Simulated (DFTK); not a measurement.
Crystal: C.

```
C
1.0
     0.00000    1.78337    1.78337
     1.78337    0.00000    1.78337
     1.78337    1.78337    0.00000
C
2
Cartesian
  2.6751 2.6751 2.6751
  1.7834 1.7834 1.7834
```

This isn't the form of C at room conditions, which is graphite.

Base run:

- Program: DFTK 0.8.2
- Functional: r2SCAN
- Potentials or basis: SG15 1.2 (PBE)
- Cutoff: 1225 eV
- k mesh: 13 × 13 × 13
- Occupations: fermi-dirac, width 0.05 eV
- Spin: no spin polarisation

Its results: band gap on the k mesh 4.27 eV, indirect (least direct gap 5.85 eV).

Task: The run is repeated on the same cell with these changes: functional from r2SCAN to BJ06. What comes out?

Result: Band gap on the k mesh 4.10 eV, indirect (least direct gap 5.98 eV).

Caveats: the program leaves the constant c of mgga_x_tb09 at 1, so the potential is Becke-Johnson's (BJ06) and not Tran and Blaha's, with levels but no total energy (some runs).

Not every run made on this cell is shown here.
